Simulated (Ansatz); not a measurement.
NaH:

```
CELL_PARAMETERS angstrom
0.00000 2.44000 2.44000
2.44000 0.00000 2.44000
2.44000 2.44000 0.00000
ATOMIC_POSITIONS crystal
Na 0.00000 0.00000 0.00000
H 0.50000 0.50000 0.50000
```

Base run:

```yaml
Program: Ansatz 0.2.0
Functional: PBE
Potentials_or_basis: Ansatz PAW
Cutoff: "420 eV (not typed: the program's choice for these potentials)"
k_mesh: 9 × 9 × 9
Occupations: fermi-dirac, width 0.05 eV
Spin: no spin polarisation
```

Its results: band gap on the k mesh 4.01 eV, indirect (least direct gap 4.70 eV).

Question: The run is repeated on the same cell with these changes: k mesh from 9 × 9 × 9 to 8 × 8 × 8; occupations from fermi-dirac, width 0.05 eV to fixed. What comes out?

Answer: Band gap on the k mesh 3.71 eV, indirect (least direct gap 4.56 eV).

Caveats: the k mesh misses the band edges, so the gap on the mesh is wider than the one along the path (some runs).
